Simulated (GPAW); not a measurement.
Set up this calculation in GPAW 26.7.0, as an ASE script.

| Item | Value |
| --- | --- |
| Task | optical spectrum |
| Functional | GLLB-SC |
| Potentials or basis | the program's PAW data sets (release 1.2.1) made for this functional |
| Cutoff | 500 eV |
| Basis | pw |
| k mesh | 7 × 7 × 7 |
| Occupations | fermi-dirac, width 0.001 eV |
| Spin | no spin polarisation |
| Kernel | RPA |
| Eta | 0.1 eV |
| Response ecut | 40 eV |
| Scissors | 1 eV |
| Maxiter | 150 |
| Response k mesh | 21 × 21 × 21 |
| Domega0 | 0.05 eV |
| Omega2 | 10 eV |
| Response bands | 28 |
| Directions | ["x"] |
| Intraband | no |

Crystal: GaAs.

```
As Ga
1.0
     0.00000    2.82685    2.82685
     2.82685    0.00000    2.82685
     2.82685    2.82685    0.00000
As Ga
1 1
Direct
  0.25000 0.25000 0.25000
  0.00000 0.00000 0.00000
```

One way to write it, as run:

run.py

```python
from ase.dft.bandgap import bandgap
from ase.io import write
from ase.spacegroup import crystal
from gpaw import GPAW, PW
from gpaw.response.df import DielectricFunction

# As 4c
# Ga 4a
atoms = crystal(['As', 'Ga'],
                basis=[[0.25, 0.25, 0.25],
                       [0.0, 0.0, 0.0]],
                spacegroup=216, setting=1,  # F-43m
                cellpar=[5.6537, 5.6537, 5.6537, 90.0, 90.0, 90.0],
                primitive_cell=True)

calc = GPAW(mode=PW(500),
            xc='GLLBSC',
            kpts={'size': (7, 7, 7), 'gamma': True},
            occupations={'name': 'fermi-dirac', 'width': 0.001},
            nbands=11,
            convergence={'density': 1e-06},
            maxiter=150,
            txt='gpaw.txt')
atoms.calc = calc
energy = atoms.get_potential_energy()
calc.write('gs.gpw')
write('result.traj', atoms)
print('Fermi level:', round(calc.get_fermi_level(), 4), 'eV')
print(f'Gap: {bandgap(calc)[0]:.4f} eV, direct: {bandgap(calc, direct=True)[0]:.4f} eV')

dense = calc.fixed_density(kpts={'size': (21, 21, 21), 'gamma': True},
                           nbands=34, convergence={'bands': 28},
                           update_fermi_level=True, txt='dense.txt')
dense.write('dense.gpw', mode='all')

df = DielectricFunction('dense.gpw', frequencies={'type': 'nonlinear', 'domega0': 0.05, 'omega2': 10},
                        eta=0.1, ecut=40, nbands=28, eshift=1, intraband=False, txt='df.txt')
for direction in ['x']:
    df.get_dielectric_function(xc='RPA', direction=direction, filename=f'df_{direction}.csv')
    e0, e = df.get_macroscopic_dielectric_constant(xc='RPA', direction=direction)
    print(f'{direction}: static eps {e0:.4f} without, {e:.4f} with local fields')
```

Potentials or basis: the program's PAW data sets (release 1.2.1) made for this functional, pw.

The run is started by

```bash
$ OMP_NUM_THREADS=1 python run.py
```

Results of the run:

The band gap on the k mesh, Kohn-Sham part alone is 0.80 eV, direct.

Caveat: a model potential gives levels but no total energy; with so narrow a direct gap the onset needs a denser k mesh; the long-wavelength limit can be off by a per cent or two; response on these states lacks terms of the Hamiltonian; independent-particle spectra lack excitons; an odd mesh through Γ misses points on the zone boundary, where band edges often lie.

Run time: 4.2 min on 1 thread of Arm Neoverse V1, on a shared host, peak memory 0.49 GiB.
